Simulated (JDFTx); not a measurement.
**Ge: equation of state with LDA**

**Measured values to compare with.**

From “Sub-monolayer structures of Ag overlayers on Ge(111): experimental observations and first-principles study”, 2019, arxiv:1908.00180, for a bulk crystal of Ge: bulk modulus 75.8 GPa.

Crystal: Ge.

```
Ge
1.0
     0.00000    2.82891    2.82891
     2.82891    0.00000    2.82891
     2.82891    2.82891    0.00000
Ge
2
Direct
  0.75000 0.75000 0.75000
  0.50000 0.50000 0.50000
```

- Program: JDFTx 1.7.0 (patched build)
- Task: equation of state
- Functional: LDA
- Potentials or basis: PseudoDojo-SR-LDA-0.4.1-standard
- Cutoff: 1061 eV
- Density cutoff: 8490 eV
- k mesh: 8 × 8 × 8
- Occupations: fermi-dirac, width 0.05 eV
- Spin: no spin polarisation
- Bands: 21
- Density cutoff over wavefunction cutoff: 8
- Max SCF steps: 100
- SCF threshold on the energy: 1e-09 Ha
- Solver of the electrons: scf

```yaml
Equilibrium_volume: 22.19 Å³/atom
Bulk_modulus: 70 GPa
Pressure_derivative_of_the_bulk_modulus: 4.4
```

Energy against volume, from the lowest point:
```tsv
volume (Å³/atom)	energy (meV/atom)
21.281	8.80
21.733	2.10
22.186	0.00
22.639	1.91
23.092	7.47
23.545	16.31
23.997	28.07
```

Against the measured bulk modulus of Ge, 75.8 GPa (quoted in “Sub-monolayer structures of Ag overlayers on Ge(111): experimental observations and first-principles study”, 2019, arxiv:1908.00180), the calculated 70 GPa is off by -7.2 %. The fit is for a static lattice scaled at fixed shape and fixed fractional positions. The cell as given is a measured one (22.64 Å³/atom); LDA puts the equilibrium volume -2.0 % from it, thermal expansion not counted.
